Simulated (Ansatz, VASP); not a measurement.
# Cu in VASP and in Ansatz

```xyz
2
Lattice="0.0000 2.0433 2.0433 2.0433 0.0000 2.0433 2.0433 2.0433 0.0000" Properties=species:S:1:pos:R:3 pbc="T T T"
Cu   -0.5108   -0.5108   -0.5108
Cu    0.5108    0.5108    0.5108
```

Change from the starting cell: volume scaled by 0.5, LAPW.

Alike in both runs: task single point; functional LDA; k mesh 15 × 15 × 15; occupations fermi-dirac, width 0.08 eV; no spin polarisation.

|  | VASP | Ansatz |
| --- | --- | --- |
| version | VASP 6.6.1 | Ansatz 0.2.0 |
| potentials or method | VASP PAW LDA potentials, release 64 (Cu), cutoff 520 eV | all-electron LAPW, scalar-relativistic |

VASP gave:

* pressure (GPa): 287.5

Problem. Estimate Ansatz's values.

Solution. Pressure (GPa): 287.7.

Ansatz ran all-electron here, so the differences hold the error of VASP's frozen core and of both bases.

Caveats: the cell as given lies far from equilibrium; so large a pressure means that the cell lies far from this level's equilibrium, or that cutoff or potentials fall short (VASP).
